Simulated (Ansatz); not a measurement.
Ti: an elastic constant from a strain scan

All numbers below come from Ansatz 0.2.0, DFT PBEsol, scalar-relativistic, plane waves, PAW. Cutoff 420 eV, Γ-centred 12×12×18 k-points, Gaussian smearing of 0.15 eV. No spin polarisation. Energies are free energies at this smearing, counted from the undisturbed cell; pressure is positive in compression.

The starting cell (relaxed at this level; this form isn't the usual structure):

```
CELL_PARAMETERS angstrom
4.51529 0.00000 0.00000
-2.25765 3.91036 0.00000
0.00000 0.00000 2.79879
ATOMIC_POSITIONS crystal
Ti 0.00000 0.00000 0.00000
Ti 0.33333 0.66667 0.50000
Ti 0.66667 0.33333 0.50000
```

The cell is strained by ε times the Voigt pattern (1, -1, 0, 0, 0, 0) (xx, yy, zz, yz, xz, xy; engineering shear) with fractional coordinates fixed. The cell holds 3 atoms in V0 = 49.42 Å³. The stress column is τ = (1/V0) dE/dε, got from the stress tensor σ (compression positive) at each point as −det(1 + εP) σ : P(1 + εP)⁻¹, with P the pattern as a tensor.

| ε | ΔE (meV/atom) | τ (GPa) |
| --- | --- | --- |
| -0.0150 | 2.739 | -3.532 |
| -0.0100 | 1.222 | -2.369 |
| -0.0050 | 0.306 | -1.190 |
| 0.0000 | 0.000 | 0.000 |
| 0.0050 | 0.306 | 1.190 |
| 0.0100 | 1.221 | 2.367 |
| 0.0150 | 2.736 | 3.520 |
| 0.0175 | 3.713 | 4.086 |
| 0.0200 | ? | ? |

Question: Which combination of elastic constants does this scan measure, and how large is it?

Answer: For small ε, τ = τ0 + Kε with K = pᵀCp, which for this pattern is C11 + C22 − 2 C12 in the Cartesian frame shown. The parabola through τ at ε = -0.0050, 0 and 0.0050 has slope K = 238 GPa at zero. The energies per cell, E = NΔE, of the same two points give K = 2[E(ε₊)/ε₊ − E(ε₋)/ε₋]/[(ε₊ − ε₋)V0] = 238 GPa, in agreement. These are clamped-ion values.

Question: Predict the withheld row at ε = 0.0200 from the harmonic law, and compare.

Answer: ΔE = V0(τ0 ε + Kε²/2)/N = 4.894 meV/atom and τ = 4.76 GPa. The calculation gives 4.835 meV/atom and 4.65 GPa, a miss of 1.2 % of the harmonic energy, so the harmonic law still holds here.

Forces appear on the atoms along this scan, and letting them relax would lower the energy and soften the response. In a metal these slopes depend on the k mesh and the smearing.